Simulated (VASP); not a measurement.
# BN (P6_3mc) in VASP: further runs, part 2 of 2

VASP 6.6.1.

**5. Single point, r2SCAN**

File INCAR:

```
  ADDGRID = F
  ALGO = Normal
  EDIFF = 1E-6
  ENCUT = 400
  ISIF = 2
  ISMEAR = 0
  LASPH = T
  LCHARG = F
  LMIXTAU = T
  LREAL = F
  LWAVE = F
  METAGGA = R2SCAN
  NBANDS = 16
  NELM = 100
  PREC = Accurate
  SIGMA = 0.05
```

File KPOINTS:

```
k-points
0
Gamma
  12 12 7
```

File POSCAR:

```
BN
1.0
    2.5539396017      0.0000000000      0.0000000000
   -1.2769698009      2.2117765748      0.0000000000
    0.0000000000      0.0000000000      4.2268550000
N B
2 2
Direct
    0.3333333333      0.6666666667      0.1252760000
    0.6666666667      0.3333333333      0.6252760000
    0.3333333333      0.6666666667      0.4997240000
    0.6666666667      0.3333333333      0.9997240000
```

Potentials or basis: VASP PAW PBE potentials, release 64 (N_s, B_s).

Command:

```bash
cat potpaw_PBE.64/N_s/POTCAR potpaw_PBE.64/B_s/POTCAR > POTCAR
mpirun -np 1 vasp_std > vasp.out
```

OUTCAR:

```text
EDIFF = 1E-6
   ENCUT = 400
   ISIF = 2
   ISMEAR = 0
   LASPH = T
   LREAL = F
   METAGGA = R2SCAN
   NELM = 100
   PREC = Accurate

 Found     76 irreducible k-points:

 Following reciprocal coordinates:
            Coordinates               Weight
  0.000000  0.000000  0.000000      1.000000
  0.083333  0.000000  0.000000      6.000000
  0.166667  0.000000  0.000000      6.000000
  0.250000  0.000000  0.000000      6.000000
  0.333333  0.000000  0.000000      6.000000
  0.416667  0.000000  0.000000      6.000000
   k-points           NKPTS =     76   k-points in BZ     NKDIM =     76   number of bands    NBANDS=     16
   number of dos      NEDOS =    301   number of ions     NIONS =      4
   total plane-waves  NPLWV =   9072
   dimension x,y,z NGX =    18 NGY =   18 NGZ =   28
   dimension x,y,z NGXF=    36 NGYF=   36 NGZF=   56
   ions per type =               2   2
   NGX,Y,Z   is equivalent  to a cutoff of  11.72, 11.72, 11.01 a.u.
   NGXF,Y,Z  is equivalent  to a cutoff of  23.43, 23.43, 22.03 a.u.
 SYSTEM =  unknown system
   PREC   = accura    normal or accurate (medium, high low for compatibility)
   ISTART =      0    job   : 0-new  1-cont  2-samecut
[... 53 lines left out ...]
  free energy    TOTEN  =       -38.11637539 eV

  energy without entropy =      -38.11637539  energy(sigma->0) =      -38.11637539

 E-fermi :   9.4132     XC(G=0): -13.5751

 val. band max:        9.1260877633   @ k =   0.0000   0.0000   0.0000
 cond. band min:      14.8565390835   @ k =   0.3333   0.3333   0.0000
 fundamental gap:      5.7304513202
 Fermi energy:         9.4131799578

 k-point     1 :       0.0000    0.0000    0.0000
  band No.  band energies     occupation
      1     -12.2594      2.00000
      2      -8.0676      2.00000
      3      -2.1334      2.00000
      4       6.9334      2.00000
      5       6.9334      2.00000
      6       8.8462      2.00000
[... 91 lines left out ...]
      3      -0.4924      2.00000
      4       1.1558      2.00000
      5       1.8822      2.00000
      6       4.1180      2.00000
[... 8 lines left out ...]
     15      26.3370      0.00000
     16      27.7053      0.00000

 [... further k-points ...]
[... 5 lines left out ...]
  --------------------------------------------------------------------------------------
  -------------------------------------------------------------------------------------
  Total       -0.5338402     -0.5338402     -0.6212739      0.0000000      0.0000000     -0.0000000
  in kB      -35.8222329    -35.8222329    -41.6892854      0.0000000      0.0000000     -0.0000000
  external PRESSURE =     -37.7779171 kB  Pullay stress =       0.0000000 kB

 VOLUME and BASIS-vectors are now :
 -----------------------------------------------------------------------------
  energy-cutoff  :      400.00
  volume of cell :       23.88
      direct lattice vectors                 reciprocal lattice vectors
     2.553939602  0.000000000  0.000000000     0.391551938  0.226062617  0.000000000
    -1.276969801  2.211776575  0.000000000     0.000000000  0.452125233  0.000000000
     0.000000000  0.000000000  4.226855000     0.000000000  0.000000000  0.236582518

 POSITION                                       TOTAL-FORCE (eV/Angst)
 -----------------------------------------------------------------------------------
     -0.00000      1.47452      0.52952        -0.000000     -0.000000     -0.019643
      1.27697      0.73726      2.64295         0.000000     -0.000000     -0.019643
     -0.00000      1.47452      2.11226        -0.000000      0.000000      0.019643
      1.27697      0.73726      4.22569         0.000000     -0.000000      0.019643
 -----------------------------------------------------------------------------------
    total drift:                               -0.000000     -0.000000     -0.000438

  FREE ENERGIE OF THE ION-ELECTRON SYSTEM (eV)
  ---------------------------------------------------
  free  energy   TOTEN  =       -38.1163753933 eV

  energy  without entropy=      -38.1163753933  energy(sigma->0) =      -38.11637539
```

OSZICAR:

```text
N       E                     dE             d eps       ncg     rms          rms(c)
DAV:   1     0.682268307265E+02    0.68227E+02   -0.65942E+03  3072   0.916E+02
DAV:   2    -0.405263966075E+02   -0.10875E+03   -0.98102E+02  3928   0.397E+02
[... 12 lines left out ...]
DAV:  15    -0.381153502082E+02   -0.94901E-05   -0.81108E-05  2880   0.717E-02    0.253E-01
DAV:  16    -0.381154426720E+02   -0.92464E-04   -0.39000E-06  3560   0.535E-02    0.290E-01
DAV:  17    -0.381163857845E+02   -0.94311E-03   -0.30407E-04  3656   0.260E-01    0.168E-01
DAV:  18    -0.381163761375E+02    0.96470E-05   -0.22356E-05  2464   0.468E-02    0.136E-01
DAV:  19    -0.381163747885E+02    0.13491E-05   -0.10277E-06  2608   0.387E-02    0.146E-01
DAV:  20    -0.381163753933E+02   -0.60481E-06   -0.65384E-07  1320   0.180E-02
   1 F= -.38116375E+02 E0= -.38116375E+02  d E =-.268926E-18
```

It took 1.9 min on 1 thread of Intel Xeon Platinum 8488C (Sapphire Rapids), shared host; peak memory 0.13 GiB.

These settings aren't checked as converged: the numbers below hold their error.

Results:

| Item | Value |
| --- | --- |
| Free energy | -38.1164 eV |
| Pressure | -3.8 GPa |
| Largest force | 0.020 eV/Å |
| Band gap on the k mesh | 5.73 eV, indirect (least direct gap 8.92 eV) |

Caveat: the PAW data sets were made with another functional, which shifts forces and pressure a little; an odd mesh through Γ misses points on the zone boundary, where band edges often lie.

**6. Single point, r2SCAN**

Edit INCAR of step 5 so:

```diff
@@ -3,3 +3,3 @@
   EDIFF = 1E-6
-  ENCUT = 400
+  ENCUT = 600
   ISIF = 2
```

File KPOINTS:

```
k-points
0
Gamma
  10 10 6
```

POSCAR is that of step 5.

Potentials or basis: VASP PAW PBE potentials, release 64 (N_s, B_s).

Command:

```bash
cat potpaw_PBE.64/N_s/POTCAR potpaw_PBE.64/B_s/POTCAR > POTCAR
mpirun -np 1 vasp_std > vasp.out
```

Run time: 87 s. Hardware: 1 thread of Intel Xeon Platinum 8488C (Sapphire Rapids), shared host; peak memory 0.15 GiB.

These settings aren't checked as converged: the numbers below hold their error.

What came out:

| Property | Result |
| --- | --- |
| Free energy | -38.1567 eV |
| Pressure | -3.3 GPa |
| Largest force | 0.021 eV/Å |
| Band gap on the k mesh | 5.93 eV, indirect (least direct gap 8.91 eV) |

Caveat: the PAW data sets were made with another functional, which shifts forces and pressure a little.

**7. For comparison**

An earlier run on the cell as given: functional PBEsol; potentials or basis VASP PAW PBE potentials, release 64 (N, B); cutoff 520 eV; k mesh 12 × 12 × 6; occupations fermi-dirac, width 0.05 eV; no spin polarisation.

* Pressure: -5.4 GPa
* Largest force: 0.010 eV/Å
* Band gap on the k mesh: 4.97 eV, indirect (least direct gap 8.15 eV)
